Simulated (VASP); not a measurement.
Wanted: an ASE script for a VASP 6.6.1 run.

```yaml
Task: single point
Functional: RPBE
Potentials_or_basis: VASP PAW PBE potentials, release 64 (Ta_pv, N)
Cutoff: 520 eV
k_mesh: 10 × 10 × 6
Occupations: gaussian, width 0.1 eV
Spin: no spin polarisation
Hubbard_terms: Ta d U = 4 eV
Further_INCAR_settings: ALGO = Normal; EDIFF = 1.00e-06; NBANDS = 20
```

The structure of Ta2N lies in Ta2N.cif:

```cif
data_Ta2N
_cell_length_a 3.11286151
_cell_length_b 3.11286151
_cell_length_c 4.86984100
_cell_angle_alpha 90.00000000
_cell_angle_beta 90.00000000
_cell_angle_gamma 120.00000000
_space_group_name_H-M_alt 'P1'
_space_group_name_Hall 'P 1'
_space_group_IT_number 1
loop_
_space_group_symop_operation_xyz
'x,y,z'
loop_
_atom_site_label
_atom_site_type_symbol
_atom_site_symmetry_multiplicity
_atom_site_Wyckoff_symbol
_atom_site_fract_x
_atom_site_fract_y
_atom_site_fract_z
_atom_site_occupancy
Ta1 Ta 1 a 0.3333333333 0.6666666667 0.2547110000 1
Ta2 Ta 1 a 0.6666666667 0.3333333333 0.7452890000 1
N1 N 1 a 0.0000000000 0.0000000000 0.0000000000 1
```

The cell comes from a database or a generator and needn't be the stable form of this composition.

These files were run (other wordings do the same):

run.py

```python
from ase.calculators.vasp import Vasp
from ase.dft.bandgap import bandgap
from ase.io import read

atoms = read('Ta2N.cif')
calc = Vasp(
    directory='calc',
    xc='rpbe',
    pp='PBE',
    setups='recommended',
    prec='Accurate',
    encut=520,
    ediff=1e-06,
    ismear=0,
    sigma=0.1,
    lreal=False,
    lasph=True,
    nelm=80,
    algo='Normal',
    isif=2,
    lwave=False,
    lcharg=False,
    lmaxmix=4,
    ldautype=2,
    ldauprint=1,
    ldau_luj={'Ta': {'L': 2, 'U': 4, 'J': 0}},
    kpts=[10, 10, 6],
    gamma=True,
    nbands=20,
)
atoms.calc = calc

print('energy (eV):', atoms.get_potential_energy())
print('free energy (eV):', atoms.get_potential_energy(force_consistent=True))
print('forces (eV/A):')
print(atoms.get_forces())
print('stress (eV/A^3, Voigt):', atoms.get_stress())
print('Fermi level (eV):', calc.get_fermi_level())
gap, top, bottom = bandgap(calc)
print('band gap (eV):', gap, 'from (spin, k, band)', top, 'to', bottom)
```

Potentials or basis: VASP PAW PBE potentials, release 64 (Ta_pv, N).

The run is started by

```bash
$ python run.py
```

Results of the run:

```yaml
Pressure: 14.3 GPa
Largest_force: 0.634 eV/Å
Band_gap_on_the_k_mesh: none (metal or under the smearing width)
```

Caveat: the PAW data sets were made with another functional, which shifts forces and pressure a little; U without spin polarisation on a metal has little footing.

Wall time 29 s on 1 thread of AMD EPYC 9R45 (Zen 5) (shared host), peak memory 0.15 GiB.
